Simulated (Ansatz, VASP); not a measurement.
Two plane-wave programs on Ag

INCAR

```
SYSTEM = Ag
PREC = Accurate ; ENCUT = 520
EDIFF = 1E-6 ; ISMEAR = 0
SIGMA = 0.15 ; LREAL = .False.
LASPH = .True. ; NELM = 100
ALGO = Fast ; ISIF = 2
LWAVE = .False. ; LCHARG = .False.
GGA = PS ; NBANDS = 12
```

File KPOINTS:

```
regular mesh
0
Gamma
  20 20 20
  0 0 0
```

POSCAR

```
Ag
1.0
   -1.6556540000      1.6556540000      1.6556540000
    1.6556540000     -1.6556540000      1.6556540000
    1.6556540000      1.6556540000     -1.6556540000
Ag
1
Direct
    0.0000000000      0.0000000000      0.0000000000
```

Input for Ansatz:

```yaml
crystal:
  lattice:
    - [-1.655654, 1.655654, 1.655654]
    - [1.655654, -1.655654, 1.655654]
    - [1.655654, 1.655654, -1.655654]
  atoms:
    - { symbol: Ag, position: [0.0, 0.0, 0.0] }
basis:
  ecutwfc: 420
kpoints:
  mp_grid: { grid: [20, 20, 20] }
hamiltonian:
  xc: pbesol
scf:
  occupations: { method: gaussian, width: 0.15 }
output:
  forces: true
  stress: true
  eigenvalues: true
```

This isn't the form of Ag at room conditions, which is fcc.

Alike in both runs: task single point; functional PBEsol; k mesh 20 × 20 × 20; occupations gaussian, width 0.15 eV; no spin polarisation.

|  | VASP | Ansatz |
| --- | --- | --- |
| version | VASP 6.6.1 | Ansatz 0.2.0 |
| potentials or method | VASP PAW PBE potentials, release 64 (Ag) | scalar-relativistic, plane waves, PAW |
| plane-wave cutoff (eV) | 520 | 420 |
| valence electrons in the cell | 11 | 19 |

|  | VASP | Ansatz | Ansatz less VASP |
| --- | --- | --- | --- |
| gap on the k mesh at the Fermi level (eV) | none | none | - |
| pressure (GPa) | -7.2 | -7.2 | +0.05 |

A gap of «none» marks a metal or a gap that the smearing closes. The two sets of potentials don't hold the same shells in valence.

Caveats: the PAW data sets were made with another functional, which shifts forces and pressure a little (VASP).
